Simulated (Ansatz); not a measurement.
Gas-phase electronic energies from Ansatz, PBE0-D4/def2-TZVP geometries. CBS: MP2 limit from def2 TZ/QZ plus the TZ coupled-cluster correction, frozen cores. DFT in def2-TZVPP. Each species was taken in one conformer, which may not be the lowest.

`CCC(C)OC(C)(C)C` + `CCC(C)O` → `CC[C@H](C)O[C@@H](C)CC` + `CC(C)(C)O`  (substitution at a C–O bond)

(1) Is it downhill or uphill in electronic energy at CCSD(T)/CBS, and by how much? (Best estimate.)

(2) What do these levels give: PBE-D4, PBE0-D4, PBE, BLYP, PBE0, SCS-MP2/def2-QZVPP? (An estimate is asked.)

Largest T1 diagnostic among the species: 0.010.

Answers

(1) Ansatz gave: Downhill: ΔE = -11.1 kJ/mol.

(2) Ansatz gave: PBE-D4 -11.3, PBE0-D4 -11.9, PBE -13.5, BLYP -15.7, PBE0 -13.8, SCS-MP2/def2-QZVPP -12.2 kJ/mol.

Leaving LDA and LC-ωPBE aside and taking each functional with its dispersion term where it has one, the values, not all of them listed here, spread over 3.3 kJ/mol, from B2PLYP to revPBE-D4. LDA lies +4.9 kJ/mol from PBE without D4. At CCSD(T), def2-SVP lies −4.0 kJ/mol from the extrapolated value and def2-TZVPP −0.1 kJ/mol. In def2-TZVPP, CCSD(T) changes the Hartree–Fock value by +7.7 kJ/mol (the triples alone add +1.2 kJ/mol) and MP2 by +7.8 kJ/mol.
